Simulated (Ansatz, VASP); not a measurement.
## One calculation of PbO, two programs

The input POSCAR:

```
PbO
1.0
    0.0000000000      2.7987768116      2.7987768116
    2.7987768116      0.0000000000      2.7987768116
    2.7987768116      2.7987768116      0.0000000000
Pb O
1 1
Direct
    0.0000000000      0.0000000000      0.0000000000
    0.2500000000      0.2500000000      0.2500000000
```

The input INCAR.step1:

```
SYSTEM = PbO
PREC = Accurate
ENCUT = 520
ISMEAR = 0
SIGMA = 0.01
LREAL = .False.
LASPH = .True.
NELM = 100
NBANDS = 17
GGA = PE
ALGO = Normal
EDIFF = 1E-4
LWAVE = .True.
LCHARG = .False.
```

File INCAR.step2:

```
SYSTEM = PbO
PREC = Accurate
ENCUT = 520
EDIFF = 1E-7
ISMEAR = 0
SIGMA = 0.01
LREAL = .False.
LASPH = .True.
NELM = 100
ALGO = Normal
ISIF = 2
LWAVE = .False.
LCHARG = .False.
METAGGA = R2SCAN
LMIXTAU = .True.
NBANDS = 17
ISTART = 1
```

The input KPOINTS:

```
Automatic mesh
0
Gamma
  8 8 8
  0 0 0
```

Input for Ansatz:

```yaml
crystal:
  lattice:
    - [0.0, 2.7987768116, 2.7987768116]
    - [2.7987768116, 0.0, 2.7987768116]
    - [2.7987768116, 2.7987768116, 0.0]
  atoms:
    - { symbol: Pb, position: [0.0, 0.0, 0.0] }
    - { symbol: O, position: [0.25, 0.25, 0.25] }
kpoints:
  mp_grid: { grid: [8, 8, 8] }
  band_path:
    path:
      - [0.0, 0.0, 0.0]
      - [-0.5, -0.5, 0.0]
      - [-0.375, -0.375, 0.25]
      - [-0.375, 0.0, 0.375]
      - [0.0, 0.0, 0.5]
      - [-0.5, -0.25, 0.25]
      - [0.25, -0.5, -0.25]
      - [0.0, 0.5, 0.5]
    npoints: 1
hamiltonian:
  xc: r2scan
scf:
  occupations: { method: fixed }
  n_extra_bands: 4
output:
  forces: true
  stress: true
  eigenvalues: true
```

Alike in both runs: task single point; functional r2SCAN; k mesh 8 × 8 × 8; no spin polarisation.

|  | VASP | Ansatz |
| --- | --- | --- |
| version | VASP 6.6.1 | Ansatz 0.2.0 |
| potentials or method | VASP PAW PBE potentials, release 64 (Pb_d, O) | plane waves, PAW |
| plane-wave cutoff (eV) | 520 | 500 |
| occupations | gaussian, width 0.01 eV | fixed |
| valence electrons in the cell | 20 | 20 |

|  | VASP | Ansatz | Ansatz less VASP |
| --- | --- | --- | --- |
| gap on the k mesh at the Fermi level (eV) | 0.61 | 0.62 | +0.010 |
| pressure (GPa) | 0.3 | 0.0 | -0.28 |

Caveats: the PAW data sets were made with another functional, which shifts forces and pressure a little (VASP); spin-orbit coupling is left out, which as a rule narrows the gap of such compounds by several tenths of an eV. A k mesh can miss the band edges. r2SCAN opens gaps a little over a GGA but as a rule still falls short of measured ones.
